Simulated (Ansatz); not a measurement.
The elements of this relaxed trial crystal are hidden behind letters.

```
lattice vectors (Å)
   3.1605    0.0000    0.0000
   0.0000    3.1605    0.0000
   0.0000    0.0000   13.2943
fractional positions
X 0.0000 0.0000 0.6588
X 0.0000 0.0000 0.3412
X 0.5000 0.5000 0.1706
X 0.0000 0.0000 0.0000
X 0.5000 0.5000 0.8294
Z 0.5000 0.5000 0.5000
Q 0.0000 0.0000 0.5000
Q 0.5000 0.5000 0.3441
Q 0.0000 0.0000 0.1699
Q 0.5000 0.5000 0.0000
Q 0.0000 0.0000 0.8301
Q 0.5000 0.5000 0.6559
```

These are results of DFT PBE, scalar-relativistic, plane waves, PAW (Ansatz 0.2.0), not measurements. The final run on the 12-atom cell used 420 eV, a Γ-centred 12×12×4 mesh, 0.01 eV smearing and no spin polarisation.

* Space group: P4/mmm (No. 123)
* Conventional cell: a = 3.160 Å, c = 13.294 Å
* Volume per atom: 11.07 Å³
* Density: 4.20 g/cm³
* Energy over the elements: −1.720 eV/atom
* Gap on the 12×12×4 mesh of the 12-atom cell: 0.06 eV

Energies are uncorrected and count from the elements' standard states at the same level.

Question: X is a d-block element of period 4, Z is a p-block element of period 3 and Q is a p-block element of period 2. Which elements are they?

Answer: X = Sc, Z = Al, Q = N, so the formula is Sc5AlN6. Density times volume gives a mean mass of 4.20 × 11.07/1.6605 = 28.0 u per atom, and this set has 28.0 u. Around Sc on a site of symmetry 4mm lie 6 N at 2.11–2.28 Å and 4 Al at 3.07 Å; around Al lie 2 N at 2.07 Å, 4 N at 2.23 Å and 8 Sc at 3.07 Å; N on a site of symmetry 4/mmm is surrounded by 2 Sc at 2.11 Å and 4 Al at 2.23 Å; 5 more sites not described. Other sets within the hints have nearly the same mass, so mass alone doesn't settle it; this one was computed.

Symmetry constrained the relaxation, so the result can be a saddle point.
